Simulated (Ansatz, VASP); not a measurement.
**One calculation of InSb3, two programs**

```
Sb In
1.0
     0.00000    3.79455    3.79455
     3.79455    0.00000    3.79455
     3.79455    3.79455    0.00000
Sb In
3 1
Direct
  0.50000 0.50000 0.50000
  0.75000 0.75000 0.75000
  0.25000 0.25000 0.25000
  0.00000 0.00000 0.00000
```

Alike in both runs: task single point; functional PBEsol; k mesh 6 × 6 × 6; occupations fermi-dirac, width 0.05 eV; no spin polarisation.

```csv
,VASP,Ansatz
version,VASP 6.6.1,Ansatz 0.2.0
potentials or method,"VASP PAW PBE potentials, release 64 (Sb, In_d), cutoff 520 eV","all-electron LAPW, scalar-relativistic"
```

|  | VASP | Ansatz | Ansatz less VASP |
| --- | --- | --- | --- |
| gap on the k mesh at the Fermi level (eV) | none | none | - |
| pressure (GPa) | -3.1 | -3.1 | +0.03 |

A gap of «none» marks a metal or a gap that the smearing closes. Ansatz ran all-electron here, so the differences hold the error of VASP's frozen core and of both bases.

Caveats: the PAW data sets were made with another functional, which shifts forces and pressure a little (VASP). The runs have no spin-orbit coupling, so splittings on Sb are missing.
